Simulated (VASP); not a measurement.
Data:

```
AlSb
1.0
    0.00000     3.07000     3.07000
    3.07000     0.00000     3.07000
    3.07000     3.07000     0.00000
Al Sb
1 1
Direct
  0.00000   0.00000   0.00000
  0.25000   0.25000   0.25000
```

These are PBE GGA, VASP's PBE PAW potentials (set 64) (plane waves; VASP) values and carry that method's errors. Numerical set-up: 520 eV cut-off, 7×7×7 Γ-centred mesh, Gaussian smearing of 0.050 eV, potentials Al_GW Sb.

Task: Give the stress tensor in GPa (positive for a compressed cell).

Result: 
```
2.43  0.00  0.00
0.00  2.43  0.00
0.00  0.00  2.43
```
The pressure is its mean diagonal, 2.43 GPa.

The compound is AlSb in the zinc blende structure. The cell was not relaxed at this level. The run is one of a series of settings (ENCUT = 520, POTCAR Al_GW Sb (PBE.64 set) against the base run), some of them coarse on purpose.
